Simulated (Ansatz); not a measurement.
# ⁴⁹Ti NMR of the central transition in BaTiO3

Cell: a COD entry, atoms as given.

```
CELL_PARAMETERS angstrom
3.98410 0.00000 0.00000
0.00000 2.83705 2.84580
0.00000 -2.83705 2.84580
ATOMIC_POSITIONS crystal
Ba 0.00000 0.00000 0.00000
Ti 0.50000 0.50790 0.50790
O 0.00000 0.49210 0.49210
O 0.50000 0.50251 0.99371
O 0.50000 0.99371 0.50251
```

Atom numbers follow the list; atoms alike are taken as one site, whose name carries the number of the first.

Method: Kohn–Sham DFT in Ansatz, PBE, plane waves and PAW, scalar-relativistic, 420 eV cutoff, Γ-centred 8×8×8 k-points, Fermi–Dirac smearing 0.02 eV.

⁴⁹Ti has I = 7/2 and Q = 247.0 mb (Pyykkö 2018); at 7.05 T its Larmor frequency is ν₀ = 17.0 MHz. Only the quadrupole interaction is simulated: positions count from each site's isotropic chemical shift, and J coupling is left out, as are shift anisotropy and dipolar coupling, which fast spinning averages.

Simulated pattern of one Ti site (fast magic-angle spinning, Gaussian broadening 0.2 kHz):

| offset (kHz) | height |
| --- | --- |
| -5.637 | 0 |
| -5.467 | 1 |
| -5.298 | 5 |
| -5.128 | 5 |
| -4.958 | 6 |
| -4.789 | 6 |
| -4.619 | 6 |
| -4.449 | 6 |
| -4.280 | 6 |
| -4.110 | 6 |
| -3.940 | 7 |
| -3.770 | 7 |
| -3.601 | 14 |
| -3.431 | 54 |
| -3.261 | 80 |
| -3.092 | 60 |
| -2.922 | 48 |
| -2.752 | 44 |
| -2.583 | 41 |
| -2.413 | 40 |
| -2.243 | 39 |
| -2.074 | 40 |
| -1.904 | 41 |
| -1.734 | 42 |
| -1.564 | 45 |
| -1.395 | 49 |
| -1.225 | 57 |
| -1.055 | 76 |
| -0.886 | 100 |
| -0.716 | 61 |
| -0.546 | 9 |
| -0.377 | 0 |

Task: Which |C_Q| and η does the pattern imply?

Result: The pattern spans 4.75 kHz before broadening and its centre of gravity is at -2.17 kHz, which fixes P_Q; the places of the horns and steps fix η. That gives P_Q = 3.79 MHz, |C_Q| = 3.79 MHz and η = 0.07. The sign of C_Q can't be read from the pattern.

The values hang on the deposited positions: relaxing the atoms moves V_zz on Ti from -0.63 to 0.87.

The run took 15 s of wall time (15 s of CPU time) and 0.55 GiB at its peak, on 1 thread of Intel Xeon Platinum 8488C (Sapphire Rapids) (x86_64; 16 cores open to the job, memory cap 3.0 GiB, no GPU), a shared host with a load of 0.1 a core.
